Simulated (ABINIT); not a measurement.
The system is TiC.

```
Ti C
1.0
     0.00000    2.16572    2.16572
     2.16572    0.00000    2.16572
     2.16572    2.16572    0.00000
Ti C
1 1
Cartesian
  0.0000 0.0000 0.0000
  2.1657 2.1657 2.1657
```

The cell is a database's computed one.

Base run:

```yaml
Program: ABINIT 10.8.3 (patched build)
Functional: PBEsol
Potentials_or_basis: PseudoDojo NC SR PBEsol v0.4.1 standard
Cutoff: 1143 eV
k_mesh: 8 × 8 × 8
Occupations: fermi-dirac, width 0.05 eV
Spin: no spin polarisation
```

Its results: band gap on the k mesh none (metal or under the smearing width); pressure -6.5 GPa.

After a change of settings the same cell gave: band gap on the k mesh none (metal or under the smearing width); pressure -12.6 GPa. Which change was it?
A. functional from PBEsol to PBE; potentials or basis from PseudoDojo NC SR PBEsol v0.4.1 standard to PseudoDojo NC SR PBE v0.4.1 standard
B. functional from PBEsol to LDA; potentials or basis from PseudoDojo NC SR PBEsol v0.4.1 standard to PseudoDojo NC SR LDA v0.4 stringent; cutoff from 1143 eV to 1034 eV
C. cutoff from 1143 eV to 1034 eV

B.

Not every run made on this cell is shown here.
